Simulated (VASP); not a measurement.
# MoS2 in VASP: a series of runs

The runs below take MoS2 through single point, relaxation of cell and atoms, with PBE0, PBEsol.

Program: VASP 6.6.1. These are calculated values, not measurements. Logs are shortened: lines on timing, memory, paths and dates and some standing lists are left out, and cuts for length are marked.

## 1. The structure

The cell holds a slab with vacuum, 3 atoms: a = 3.184 Å, b = 3.184 Å, c = 17.335 Å, α = 90.00°, β = 90.00°, γ = 120.00°.

## 2. Single point, PBE0

Input file POSCAR:

```
MoS2
1.0
    3.1841260822      0.0000000000      0.0000000000
   -1.5920630411      2.7575340760      0.0000000000
    0.0000000000      0.0000000000     17.3345999500
Mo S
1 2
Direct
    0.0000000000      0.0000000000      0.0000000000
    0.3333333333      0.6666666667      0.9105070200
    0.3333333333      0.6666666667      0.0894929800
```

Input file INCAR.step1:

```
SYSTEM = MoS2
  PREC = Accurate
  ENCUT = 350
  EDIFF = 1E-5
  ISMEAR = 0
  SIGMA = 0.01
  LREAL = .False.
  LASPH = .True.
  NELM = 100
  ALGO = Normal
  ISIF = 2
  LWAVE = .True.
  NBANDS = 21
  NKRED = 2
  GGA = PE
```

Input file INCAR.step2:

```
SYSTEM = MoS2
  PREC = Accurate
  ENCUT = 350
  EDIFF = 1E-6
  ISMEAR = 0
  SIGMA = 0.01
  LREAL = .False.
  LASPH = .True.
  NELM = 100
  ALGO = Normal
  ISIF = 2
  LWAVE = .False.
  LCHARG = .False.
  GGA = PE
  LHFCALC = .True.
  AEXX = 0.25
  PRECFOCK = Fast
  NBANDS = 21
  NKRED = 2
  ISTART = 1
```

Input file KPOINTS:

```
Automatic mesh
0
Gamma
  8 8 2
  0 0 0
```

Potentials or basis: VASP PAW PBE potentials, release 64 (Mo_sv, S).

The run is started by

```bash
$ cat potpaw_PBE.64/Mo_sv/POTCAR potpaw_PBE.64/S/POTCAR > POTCAR
$ cp INCAR.step1 INCAR
$ mpirun -np 1 vasp_std > vasp.out
$ cp INCAR.step2 INCAR
$ mpirun -np 1 vasp_std > vasp.out
```

OUTCAR:

```text
SYSTEM = MoS2
   PREC = Accurate
   ENCUT = 350
   EDIFF = 1E-6
   ISMEAR = 0
   LREAL = .False.
   LASPH = .True.
   NELM = 100
   ISIF = 2
   GGA = PE
   LHFCALC = .True.
   AEXX = 0.25
   PRECFOCK = Fast
   NKRED = 2
   ISTART = 1

 Found     20 irreducible k-points:

 Following reciprocal coordinates:
            Coordinates               Weight
  0.000000  0.000000  0.000000      1.000000
  0.125000  0.000000  0.000000      6.000000
  0.250000  0.000000  0.000000      6.000000
  0.375000  0.000000  0.000000      6.000000
  0.500000  0.000000  0.000000      3.000000
  0.125000  0.125000  0.000000      6.000000
   k-points           NKPTS =     20   k-points in BZ     NKDIM =    128   number of bands    NBANDS=     21
   number of dos      NEDOS =    301   number of ions     NIONS =      3
   total plane-waves  NPLWV =  43200
   dimension x,y,z NGX =    20 NGY =   20 NGZ =  108
   dimension x,y,z NGXF=    40 NGYF=   40 NGZF=  216
   ions per type =               1   2
   NGX,Y,Z   is equivalent  to a cutoff of  10.44, 10.44, 10.36 a.u.
   NGXF,Y,Z  is equivalent  to a cutoff of  20.88, 20.88, 20.72 a.u.
 SYSTEM =  MoS2
   PREC   = accura    normal or accurate (medium, high low for compatibility)
   ISTART =      1    job   : 0-new  1-cont  2-samecut
   ICHARG =      0    charge: 1-file 2-atom 10-const
   ISPIN  =      1    spin polarized calculation?
   LNONCOLLINEAR =      F non collinear calculations
   LSORBIT =      F    spin-orbit coupling
   LASPH  =      T    aspherical Exc in radial PAW
   ENCUT  =  350.0 eV  25.72 Ry    5.07 a.u.   4.86  4.86 26.44*2*pi/ulx,y,z
   NELM   =    100;   NELMIN=  2; NELMDL=  0     # of ELM steps
   EDIFF  = 0.1E-05   stopping-criterion for ELM
   LREAL  =      F    real-space projection
   EDIFFG = 0.1E-04   stopping-criterion for IOM
   NSW    =      0    number of steps for IOM
   IBRION =     -1    ionic relax: 0-MD 1-quasi-New 2-CG
   NFREE  =      0    steps in history (QN), initial steepest desc. (CG)
   ISIF   =      2    stress and relaxation
   ISYM   =      3    0-nonsym 1-usesym 2-fastsym
   POTIM  = 0.5000    time-step for ionic-motion
   TEBEG  =    0.0;   TEEND  =   0.0 temperature during run
   PSTRESS=    0.0 pullay stress
   NELECT =      26.0000    total number of electrons
   NUPDOWN=      -1.0000    fix difference up-down
   EMIN   =  10.00;   EMAX   =-10.00  energy-range for DOS
   EFERMI =   0.00;   METHOD = LEGACY
   ISMEAR =     0;   SIGMA  =   0.01  broadening in eV -4-tet -1-fermi 0-gaus
   EFERMI_NEDOS =   21; number of points for ismear=-14 and -15
   IALGO  =     38    algorithm
   IMIX   =      1    mixing-type and parameters
     AMIX     =   0.40;   BMIX     =  1.00
     AMIX_MAG =   1.60;   BMIX_MAG =  1.00
  volume/ion in A,a.u.               =      50.73       342.37
  Fermi-wavevector in a.u.,A,eV,Ry     =   0.908359  1.716550 11.226391  0.825116
  Thomas-Fermi vector in A             =   2.032276
   LORBIT       =      0    0 simple, 1 ext, 2 COOP (PROOUT), +10 PAW based schemes
   GGA     = PE    functional components
   LHFCALC =     T    Hartree Fock is set to
   PRECFOCK=fast      Normal, Fast or Accurate (Low or Medium for compatibility)
   ENCUT4O =  -1.0   cutoff for four orbital integrals eV
   NKREDX  =     2    reduce k-point grid by
   NKREDY  =     2    reduce k-point grid by
   NKREDZ  =     2    reduce k-point grid by
   AEXX    =    0.2500 exact exchange contribution
   HFSCREEN=    0.0000 screening length (either q_TF or 0.3 A-1)
   HFSCREENC=   0.0000 screening length for correlation (either q_TF or 0.3 A-1)
   ENCUTFOCK=  -1.0 apply spherical cutoff to Coloumb kernel
   IVDW    =     0    specifies the selected vdW correction
   LEPSILON=     F    determine dielectric tensor
   LRPA    =     F    only Hartree local field effects (RPA)
 non-spin polarized calculation
 Gauss-broadening in eV      SIGMA  =   0.01
  energy-cutoff  :      350.00
  volume of cell :      152.20
 maximum number of plane-waves:      2292
 NGX is ok and might be reduce to    20
  NGX = 12; NGY = 12; NGZ = 70

 number of electron      25.9999995 magnetization

 Free energy of the ion-electron system (eV)
  ---------------------------------------------------
  ext. energy  EPLUGINS =         0.00000000
  ---------------------------------------------------
  free energy    TOTEN  =       -28.47799704 eV

  energy without entropy =      -28.47799704  energy(sigma->0) =      -28.47799704

 E-fermi :  -2.0865     XC(G=0):  -3.3904

 val. band max:       -2.2383770313   @ k =   0.0000   0.0000   0.5000
 cond. band min:       0.8646975379   @ k =   0.3750   0.2500   0.0000
 fundamental gap:      3.1030745692
 Fermi energy:        -2.0864805524

 k-point     1 :       0.0000    0.0000    0.0000
  band No.  band energies     occupation
      1     -67.1820      2.00000
      2     -39.9037      2.00000
      3     -39.6622      2.00000
      4     -39.6622      2.00000
      5     -18.0036      2.00000
      6     -16.5138      2.00000
[... 13 lines left out ...]
     20       5.3874      0.00000
     21       5.8651      0.00000

 k-point     2 :       0.1250    0.0000    0.0000
  band No.  band energies     occupation
      1     -67.1737      2.00000
      2     -39.8851      2.00000
      3     -39.7272      2.00000
      4     -39.6811      2.00000
      5     -17.7537      2.00000
      6     -16.4185      2.00000
[... 13 lines left out ...]
     20       5.8819      0.00000
     21       6.7421      0.00000

 k-point     3 :       0.2500    0.0000    0.0000
  band No.  band energies     occupation
      1     -67.1595      2.00000
      2     -39.8915      2.00000
      3     -39.8595      2.00000
      4     -39.7150      2.00000
      5     -17.0882      2.00000
      6     -16.1578      2.00000
[... 13 lines left out ...]
     20       6.6951      0.00000
     21       8.1296      0.00000

 k-point     4 :       0.3750    0.0000    0.0000
  band No.  band energies     occupation
      1     -67.1418      2.00000
      2     -40.0467      2.00000
      3     -39.8193      2.00000
      4     -39.7548      2.00000
      5     -16.3119      2.00000
      6     -15.8646      2.00000
[... 13 lines left out ...]
     20       7.0759      0.00000
     21       7.8751      0.00000

 k-point     5 :       0.5000    0.0000    0.0000
  band No.  band energies     occupation
      1     -67.1368      2.00000
      2     -40.1156      2.00000
      3     -39.8138      2.00000
      4     -39.7682      2.00000
      5     -15.9345      2.00000
      6     -15.7273      2.00000
[... 13 lines left out ...]
     20       7.7455      0.00000
     21       8.3760      0.00000

 k-point     6 :       0.1250    0.1250    0.0000
  band No.  band energies     occupation
      1     -67.1625      2.00000
      2     -39.8628      2.00000
      3     -39.8404      2.00000
      4     -39.7088      2.00000
      5     -17.2945      2.00000
      6     -16.2388      2.00000
[... 13 lines left out ...]
     20       6.4924      0.00000
     21       8.0362      0.00000

 [... further k-points ...]

------------------------ aborting loop because EDIFF is reached ----------------------------------------

  FORCE on cell =-STRESS in cart. coord.  units (eV):
  Direction    XX          YY          ZZ          XY          YZ          ZX
  --------------------------------------------------------------------------------------
  -------------------------------------------------------------------------------------
  Total       -1.6407656     -1.6407656     -1.2348158      0.0000000      0.0000000     -0.0000000
  in kB      -17.2715840    -17.2715840    -12.9983368      0.0000000      0.0000000     -0.0000000
  external PRESSURE =     -15.8471683 kB  Pullay stress =       0.0000000 kB

 VOLUME and BASIS-vectors are now :
 -----------------------------------------------------------------------------
  energy-cutoff  :      350.00
  volume of cell :      152.20
      direct lattice vectors                 reciprocal lattice vectors
     3.184126082  0.000000000  0.000000000     0.314057915  0.181321422  0.000000000
    -1.592063041  2.757534076  0.000000000     0.000000000  0.362642844  0.000000000
     0.000000000  0.000000000 17.334599950     0.000000000  0.000000000  0.057688092

 POSITION                                       TOTAL-FORCE (eV/Angst)
 -----------------------------------------------------------------------------------
      0.00000      0.00000      0.00000         0.000000     -0.000000      0.000000
     -0.00000      1.83836     15.78327        -0.000000      0.000000      0.312165
     -0.00000      1.83836      1.55133        -0.000000     -0.000000     -0.312165
 -----------------------------------------------------------------------------------
    total drift:                                0.000000     -0.000000     -0.000000

  FREE ENERGIE OF THE ION-ELECTRON SYSTEM (eV)
  ---------------------------------------------------
  free  energy   TOTEN  =       -28.4779970394 eV

  energy  without entropy=      -28.4779970394  energy(sigma->0) =      -28.47799704
```

OUTCAR.step1:

```text
SYSTEM = MoS2
   PREC = Accurate
   ENCUT = 350
   EDIFF = 1E-5
   ISMEAR = 0
   LREAL = .False.
   LASPH = .True.
   NELM = 100
[... 256 lines left out ...]
      0.00000      0.00000      0.00000         0.000000     -0.000000      0.000000
     -0.00000      1.83836     15.78327        -0.000000     -0.000000     -0.212090
     -0.00000      1.83836      1.55133        -0.000000      0.000000      0.212090
 -----------------------------------------------------------------------------------
    total drift:                                0.000001     -0.000000     -0.000000

  FREE ENERGIE OF THE ION-ELECTRON SYSTEM (eV)
  ---------------------------------------------------
  free  energy   TOTEN  =       -21.8433588927 eV

  energy  without entropy=      -21.8433588927  energy(sigma->0) =      -21.84335889
```

OSZICAR.step1:

```text
N       E                     dE             d eps       ncg     rms          rms(c)
DAV:   1     0.117553584135E+03    0.11755E+03   -0.10570E+04  1120   0.770E+02
DAV:   2    -0.153908149703E+02   -0.13294E+03   -0.12968E+03  1121   0.209E+02
DAV:   3    -0.232178826060E+02   -0.78271E+01   -0.77443E+01  1040   0.434E+01
[... 12 lines left out ...]
DAV:  16    -0.218432573098E+02   -0.39848E-04   -0.11917E-05   923   0.127E-02    0.349E-03
DAV:  17    -0.218433026629E+02   -0.45353E-04   -0.34297E-06   816   0.884E-03    0.335E-03
DAV:  18    -0.218433306036E+02   -0.27941E-04   -0.88182E-07   686   0.426E-03    0.174E-03
DAV:  19    -0.218433542258E+02   -0.23622E-04   -0.15977E-06   712   0.312E-03    0.664E-04
DAV:  20    -0.218433588927E+02   -0.46670E-05   -0.22682E-07   609   0.143E-03
   1 F= -.21843359E+02 E0= -.21843359E+02  d E =-.673340E-68
```

It took 4.9 min on 1 thread of Intel Xeon 6975P-C (Granite Rapids), shared host; peak memory 0.24 GiB.

These settings aren't checked as converged: the numbers below hold their error.

What came out:

* Free energy: -28.4780 eV
* Largest force: 0.312 eV/Å
* Band gap on the k mesh: 3.10 eV, indirect (least direct gap 3.30 eV)

Caveat: the PAW data sets were made with another functional, which shifts forces and pressure a little.

## 3. Relaxation of cell and atoms, PBEsol

Input file INCAR:

```
SYSTEM = MoS2
PREC = Accurate
ENCUT = 600
EDIFF = 1E-6
ISMEAR = 0
SIGMA = 0.02
LREAL = .False.
LASPH = .True.
NELM = 100
ALGO = Normal
ISIF = 3
LWAVE = .False.
LCHARG = .False.
GGA = PS
IBRION = 2
NSW = 60
EDIFFG = -0.01
```

KPOINTS is that of step 2.

POSCAR is that of step 2.

Potentials or basis: VASP PAW PBE potentials, release 64 (Mo_sv, S).

The run is started by

```bash
$ cat potpaw_PBE.64/Mo_sv/POTCAR potpaw_PBE.64/S/POTCAR > POTCAR
$ mpirun -np 1 vasp_std > vasp.out
```

It took 5.4 min on 1 thread of Intel Xeon Platinum 8259CL at 2.50GHz (Skylake/Cascade Lake), shared host; peak memory 0.37 GiB.

The run converged. Its results:

```yaml
Free_energy: -23.4263 eV
Relaxed_volume: 49.49 Å³/atom
Relaxed_cell: a = 3.141 Å, b = 3.141 Å, c = 17.379 Å, α = 90.00°, β = 90.00°, γ = 120.00°
Space_group_after_relaxing_to_0.05_Å: P-6m2 (No. 187)
Energy_gained_by_relaxing: 6.2 meV/atom
Ionic_steps: 5
Band_gap_on_the_k_mesh: 2.07 eV, indirect (least direct gap 2.13 eV)
```

The path:
| step | energy change (eV) | largest force (eV/Å) | pressure (GPa) | volume (Å³) |
| --- | --- | --- | --- | --- |
| 1 | 0.0000 | 0.1460 | -1.16 | 152.20 |
| 2 | 0.0155 | 0.7417 | 2.10 | 144.25 |
| 3 | -0.0149 | 0.2033 | 0.09 | 148.86 |
| 4 | -0.0182 | 0.0631 | -0.05 | 148.35 |
| 5 | -0.0186 | 0.0014 | -0.01 | 148.48 |

Final structure:
```cif
data_structure
_symmetry_space_group_name_H-M 'P 1'
_symmetry_Int_Tables_number 1
_cell_length_a 3.1409
_cell_length_b 3.1409
_cell_length_c 17.3788
_cell_angle_alpha 90.000
_cell_angle_beta 90.000
_cell_angle_gamma 120.000
_cell_volume 148.48
loop_
_atom_site_label
_atom_site_type_symbol
_atom_site_fract_x
_atom_site_fract_y
_atom_site_fract_z
_atom_site_occupancy
Mo1 Mo 0.00000 0.00000 0.00000 1
S1 S 0.33333 0.66667 0.91034 1
S2 S 0.33333 0.66667 0.08966 1
```

Levels at points of the mesh, in eV from the valence-band top:
```tsv
k point	band 10	band 11	band 12	band 13	band 14	band 15	band 16	band 17
(0.00, 0.00, 0.00)	-1.78	-1.38	-1.38	0.00	2.98	2.98	3.25	3.25
(0.50, 0.00, 0.00)	-3.12	-1.85	-0.80	-0.58	2.49	3.00	4.04	4.57
(0.00, 0.00, 0.50)	-1.78	-1.38	-1.38	0.00	2.98	2.98	3.25	3.25
(0.50, 0.00, 0.50)	-3.12	-1.85	-0.80	-0.58	2.49	3.00	4.04	4.57
```

Caveat: the PAW data sets were made with another functional, which shifts forces and pressure a little. Expect the measured gap to be larger: semilocal functionals such as PBEsol lack the derivative discontinuity.

## 4. Single point, PBE0

POSCAR is that of step 3.

Input file INCAR.step1:

```
SYSTEM = MoS2
PREC     = Accurate       ! precision mode
ENCUT    = 250            ! plane-wave cutoff, eV
EDIFF    = 1E-5           ! SCF threshold, eV
ISMEAR   = 0              ! smearing method
SIGMA    = 0.01           ! smearing width, eV
LREAL    = .FALSE.        ! projectors in reciprocal space
LASPH    = .TRUE.         ! aspherical terms in the spheres
NELM     = 100            ! most SCF steps
ALGO     = Normal         ! electronic algorithm
ISIF     = 2              ! what is computed and relaxed
LWAVE    = .TRUE.         ! write WAVECAR
NKRED    = 1            
NBANDS   = 21             ! bands
GGA      = PE             ! functional
```

Input file INCAR.step2:

```
SYSTEM = MoS2
PREC     = Accurate       ! precision mode
ENCUT    = 250            ! plane-wave cutoff, eV
EDIFF    = 1E-6           ! SCF threshold, eV
ISMEAR   = 0              ! smearing method
SIGMA    = 0.01           ! smearing width, eV
LREAL    = .FALSE.        ! projectors in reciprocal space
LASPH    = .TRUE.         ! aspherical terms in the spheres
NELM     = 100            ! most SCF steps
ALGO     = Normal         ! electronic algorithm
ISIF     = 2              ! what is computed and relaxed
LWAVE    = .FALSE.        ! write WAVECAR
LCHARG   = .FALSE.        ! write CHGCAR
GGA      = PE             ! functional
LHFCALC  = .TRUE.         ! exact exchange
AEXX     = 0.25           ! exact-exchange fraction
PRECFOCK = Fast         
NKRED    = 1            
NBANDS   = 21             ! bands
ISTART   = 1
```

Input file KPOINTS:

```
Automatic mesh
0
G
  5 5 1
  0 0 0
```

The run is started by

```bash
$ cat potpaw_PBE.64/Mo_sv/POTCAR potpaw_PBE.64/S/POTCAR > POTCAR
$ cp INCAR.step1 INCAR
$ mpirun -np 1 vasp_std > vasp.out
$ cp INCAR.step2 INCAR
$ mpirun -np 1 vasp_std > vasp.out
```

Wall time 61 s (1 thread of Intel Xeon 6975P-C (Granite Rapids), shared host); peak memory 0.15 GiB.

The run converged, but a check on its numbers failed (symmetry, net force, bounds or a known fault of this set-up), so they aren't taken as properties of the slab.

Caveat: the k mesh is coarse (spacing up to 0.46 Å⁻¹), so the values aren't converged, least of all with exact exchange; the cutoff lies under the usual one of these potentials, so the numbers hold a large basis-set error; the PAW data sets were made with another functional, which shifts forces and pressure a little.

## 5. The reference run

An earlier run on the cell as given: functional PBEsol; potentials or basis VASP PAW PBE potentials, release 64 (Mo_sv, S); cutoff 520 eV; k mesh 10 × 10 × 2; occupations fermi-dirac, width 0.05 eV; no spin polarisation.

* Largest force: 0.146 eV/Å
* Band gap on the k mesh: 1.74 eV, indirect (least direct gap 1.93 eV)
